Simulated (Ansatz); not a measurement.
LiH: strain and displacement

```yaml
crystal:
  lattice:
    - [0.00000, 2.03250, 2.03250]
    - [2.03250, 0.00000, 2.03250]
    - [2.03250, 2.03250, 0.00000]
  atoms:
    - { symbol: Li, position: [0.00000, 0.00000, 0.00000] }
    - { symbol: H, position: [0.50000, 0.50000, 0.50000] }
```

Atoms are numbered in the order listed.

The cell comes from COD entry 1010896, which wasn't checked; take it as a given geometry. It differs from other determinations.

The calculation used DFT, LDA, all-electron LAPW, scalar-relativistic in Ansatz 0.2.0.

Settings: a Γ-centred 11×11×11 k mesh, Fermi–Dirac smearing of 0.03 eV, basis error target 1 meV/atom, no spin polarisation.

The unchanged cell is at -3.90 GPa.

Semilocal functionals give too small gaps.

x, y and z are the Cartesian axes of the cell as listed; fractional coordinates follow a strain, and an engineering shear is twice the off-diagonal strain component.

Q: With this change (equal xy, yz and zx engineering shear strains of -2 %), what becomes of the energy and stress and gap?

A: Energy change +1 meV/atom; stress change (xx, yy, zz, yz, xz, xy) 0.01, 0.01, 0.01, 0.88, 0.88, 0.88 GPa, compression positive; gap on the k mesh 2.85 → 2.83 eV.

Q: With this change (equal xy, yz and zx engineering shear strains of -1 %), what becomes of the energy and stress and gap?

A: Energy change under 1 meV/atom; stress change (xx, yy, zz, yz, xz, xy) 0.00, 0.00, 0.00, 0.45, 0.45, 0.45 GPa, compression positive; gap on the k mesh 2.85 → 2.84 eV.

Q: With this change (equal xy, yz and zx engineering shear strains of +1 %), what becomes of the energy and stress and gap?

A: Energy change under 1 meV/atom; stress change (xx, yy, zz, yz, xz, xy) 0.00, 0.00, 0.00, -0.46, -0.46, -0.46 GPa, compression positive; gap on the k mesh 2.85 → 2.84 eV.

Q: With this change (equal xy, yz and zx engineering shear strains of +2 %), what becomes of the energy and stress and gap?

A: Energy change +1 meV/atom; stress change (xx, yy, zz, yz, xz, xy) 0.01, 0.01, 0.01, -0.94, -0.94, -0.94 GPa, compression positive; gap on the k mesh 2.85 → 2.83 eV.
